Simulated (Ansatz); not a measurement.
# Pd under changes of volume

One of the cells (15.547 Å³/atom); the others are scaled copies at fixed shape and fractional positions:

```
Pd
1.0
    -1.57228    1.57228    1.57228
     1.57228   -1.57228    1.57228
     1.57228    1.57228   -1.57228
Pd
1
Direct
  0.00000 0.00000 0.00000
```

This isn't the form of Pd at room conditions, which is fcc.

- Program: Ansatz 0.2.0
- Functional: r2SCAN
- Potentials or basis: Ansatz PAW
- Cutoff: 500 eV (not typed: the program's choice for these potentials)
- k mesh: 12 × 12 × 12
- Occupations: fermi-dirac, width 0.05 eV
- Spin: no spin polarisation

```csv
volume (Å³/atom),energy over the lowest point (meV/atom),pressure (GPa)
14.614,?,?
14.925,0.00,1.2
15.236,1.38,-2.4
15.547,9.41,-5.6
15.858,23.20,-8.4
16.169,41.97,-10.8
16.480,65.16,-12.9
```

Q: What does the run at 14.614 Å³/atom give?

A: Energy over the lowest point 6.19 meV/atom; pressure 5.4 GPa.

Worked out: A Birch-Murnaghan fit of order 3 (a polynomial in V^(-2/3)) to the other rows has its minimum at 15.02 Å³/atom with B0 = V·E''(V) = 181 GPa and B' = 5.6. It gives 6.19 meV/atom at 14.614 Å³/atom, against the run's 6.19, and -dE/dV = 5.3 GPa, against 5.4.

Energies are extrapolated to zero smearing.

Caveats: the PAW data sets come from PBE, with cores solved anew for the run's functional, which leaves a small shift of forces and pressure.
